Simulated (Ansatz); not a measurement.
# CuAu in Ansatz: the effect of functional

CuAu:

```
Au Cu
1.0
     1.43337    0.82756    4.22760
    -1.43337    0.82756    4.22760
     0.00000   -1.65511    4.22760
Au Cu
1 1
Direct
  0.00000 0.00000 0.00000
  0.50000 0.50000 0.50000
```

The cell comes from a database or a generator and needn't be the stable form of this composition.

The cell isn't the ideal one: volume scaled by 0.98.

Alike in all runs:

| Property | Result |
| --- | --- |
| Program | Ansatz 0.2.0 |
| Task | single point |
| Potentials or basis | Ansatz PAW |
| k mesh | 11 × 11 × 11 |
| Occupations | fermi-dirac, width 0.05 eV |
| Spin | no spin polarisation |

**Question.** One run gave: pressure -10.4 GPa. Which functional did it use?
A. LDA
B. r2SCAN
C. PBEsol

**Answer.** A.

```tsv
functional	cutoff	pressure (GPa)
LDA	420 eV (not typed: the program's choice for these potentials)	-10.4
PBEsol	420 eV (not typed: the program's choice for these potentials)	-5.5
r2SCAN	500 eV (not typed: the program's choice for these potentials)	-2.0
```

Caveats: the PAW data sets come from PBE, with cores solved anew for the run's functional, which leaves a small shift of forces and pressure.

Runs at the PBE level aren't shown here.
